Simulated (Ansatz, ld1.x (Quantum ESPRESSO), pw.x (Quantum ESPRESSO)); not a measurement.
# What a changed setting does to a pw.x run (fcc Te)

Potential: norm-conserving Troullier–Martins (Kleinman–Bylander form), ld1.x (Quantum ESPRESSO) 7.5, PBE; core [Kr] 4d10, reference 5s2 5p4; waves: 5s (bound): rc 1.45 bohr; 5p (bound): rc 2.40 bohr; 5d channel at 0.25 Ry: rc 2.30 bohr; local part: all-electron potential smoothed inside 2.40 bohr (lloc = -1); core correction: none.

The reference run (k-mesh 12³, cutoffs 145/580 Ry, Fermi–Dirac 0.01 Ry, mixing_beta 0.4, conv_thr 1e-9, no spin) gives -0.26 GPa at 28.359 Å³/atom, where all-electron LAPW gives 0.13 GPa. This run, with its own iteration cap, changes nspin = 2 with starting_magnetization to -0.3.

```
&control
  calculation='scf', prefix='x', pseudo_dir='./', outdir='./tmp', tstress=.true., disk_io='none'
/
&system
  ibrav=0, nat=1, ntyp=1, ecutwfc=145, ecutrho=580, nbnd=10,
  occupations='smearing', smearing='fd', degauss=0.01, nspin=2, starting_magnetization(1)=-0.3
/
&electrons
  conv_thr=1e-09, mixing_beta=0.4, electron_maxstep=60
/
ATOMIC_SPECIES
Te 1.0 Te.UPF
CELL_PARAMETERS angstrom
  0.00000000 2.42039904 2.42039904
  2.42039904 0.00000000 2.42039904
  2.42039904 2.42039904 0.00000000
ATOMIC_POSITIONS crystal
Te 0.0000 0.0000 0.0000
K_POINTS automatic
12 12 12 0 0 0
```

```bash
pw.x < Te.scf.in > Te.scf.out
```

How does the run end?

It converges in 8 iterations; the free energy moves by +0.0 meV/atom and the pressure by +0.00 GPa. The result is that of the reference run.

```
Message from routine setup:
     using ibrav=0 with symmetry is DISCOURAGED, use correct ibrav instead
     lattice parameter (alat)  =       6.4685  a.u.
     unit-cell volume          =     191.3760 (a.u.)^3
     number of electrons       =         6.00
     number of Kohn-Sham states=           10
     kinetic-energy cutoff     =     145.0000  Ry
     charge density cutoff     =     580.0000  Ry
     scf convergence threshold =      1.0E-09
     Exchange-correlation= PBE
     atomic species   magnetization
     number of k points=    72  Fermi-Dirac smearing, width (Ry)=  0.0100
     iteration #  1     ecut=   145.00 Ry     beta= 0.40
     total energy              =     -16.31327318 Ry
     estimated scf accuracy    <       0.00460986 Ry
     total magnetization       =    -0.61 Bohr mag/cell
     absolute magnetization    =     0.61 Bohr mag/cell
     iteration #  2     ecut=   145.00 Ry     beta= 0.40
     total energy              =     -16.32406884 Ry
     estimated scf accuracy    <       0.00218720 Ry
     total magnetization       =    -0.46 Bohr mag/cell
     absolute magnetization    =     0.46 Bohr mag/cell
     iteration #  3     ecut=   145.00 Ry     beta= 0.40
     total energy              =     -16.32922082 Ry
     estimated scf accuracy    <       0.00014231 Ry
     total magnetization       =    -0.11 Bohr mag/cell
     absolute magnetization    =     0.11 Bohr mag/cell
     iteration #  4     ecut=   145.00 Ry     beta= 0.40
     total energy              =     -16.32964440 Ry
     estimated scf accuracy    <       0.00003792 Ry
     total magnetization       =    -0.01 Bohr mag/cell
     absolute magnetization    =     0.01 Bohr mag/cell
     iteration #  5     ecut=   145.00 Ry     beta= 0.40
     total energy              =     -16.32965716 Ry
     estimated scf accuracy    <       0.00000133 Ry
     total magnetization       =    -0.00 Bohr mag/cell
     absolute magnetization    =     0.01 Bohr mag/cell
     iteration #  6     ecut=   145.00 Ry     beta= 0.40
     total energy              =     -16.32966208 Ry
     estimated scf accuracy    <       0.00000005 Ry
     total magnetization       =     0.00 Bohr mag/cell
     absolute magnetization    =     0.00 Bohr mag/cell
     iteration #  7     ecut=   145.00 Ry     beta= 0.40
     total energy              =     -16.32966234 Ry
     estimated scf accuracy    <       0.00000001 Ry
     total magnetization       =    -0.00 Bohr mag/cell
     absolute magnetization    =     0.00 Bohr mag/cell
     iteration #  8     ecut=   145.00 Ry     beta= 0.40
     the Fermi energy is     7.9425 ev
!    total energy              =     -16.32966239 Ry
     estimated scf accuracy    <          1.6E-10 Ry
     smearing contrib. (-TS)   =      -0.00431846 Ry
     The total energy is F=E-TS. E is the sum of the following terms:
     one-electron contribution =       4.84710508 Ry
     hartree contribution      =       0.44964392 Ry
     xc contribution           =      -3.57891874 Ry
     ewald contribution        =     -18.04317417 Ry
     total magnetization       =    -0.00 Bohr mag/cell
     absolute magnetization    =     0.00 Bohr mag/cell
     convergence has been achieved in   8 iterations
          total   stress  (Ry/bohr**3)                   (kbar)     P=       -2.61
     Message from routine punch:
     Nothing written, as per user request (disk_io='none')
```

The run took about 98 s on one core of a shared host (Neoverse-V2, 96 threads, 742 GiB, load 36).
